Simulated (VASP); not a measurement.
The system is KTaO3.

```
CELL_PARAMETERS angstrom
3.98830 0.00000 0.00000
0.00000 3.98830 0.00000
0.00000 0.00000 3.98830
ATOMIC_POSITIONS crystal
K 0.50000 0.50000 0.50000
Ta 0.00000 0.00000 0.00000
O 0.50000 0.00000 0.00000
O 0.00000 0.50000 0.00000
O 0.00000 0.00000 0.50000
```

Base run:

```yaml
Program: VASP 6.6.1
Functional: PBEsol
Potentials_or_basis: VASP PAW PBE potentials, release 64 (K_sv, Ta_pv, O)
Cutoff: 700 eV
k_mesh: 6 × 6 × 6
Occupations: fermi-dirac, width 0.02 eV
Spin: no spin polarisation
```

Its results: band gap on the k mesh 2.09 eV, indirect (least direct gap 2.71 eV); pressure 0.1 GPa.

Problem. The run is repeated on the same cell with these changes: potentials or basis from VASP PAW PBE potentials, release 64 (K_sv, Ta_pv, O) to VASP PAW PBE potentials, release 64 (K_pv, Ta, O); cutoff from 700 eV to 500 eV; valence electrons from 38 to 30. What comes out?

Solution. Band gap on the k mesh 2.03 eV, indirect (least direct gap 2.67 eV); pressure 1.2 GPa.

Caveats: the PAW data sets were made with another functional, which shifts forces and pressure a little; spin-orbit coupling is left out, which moves the levels of the heavy elements.

A k mesh can miss the band edges.
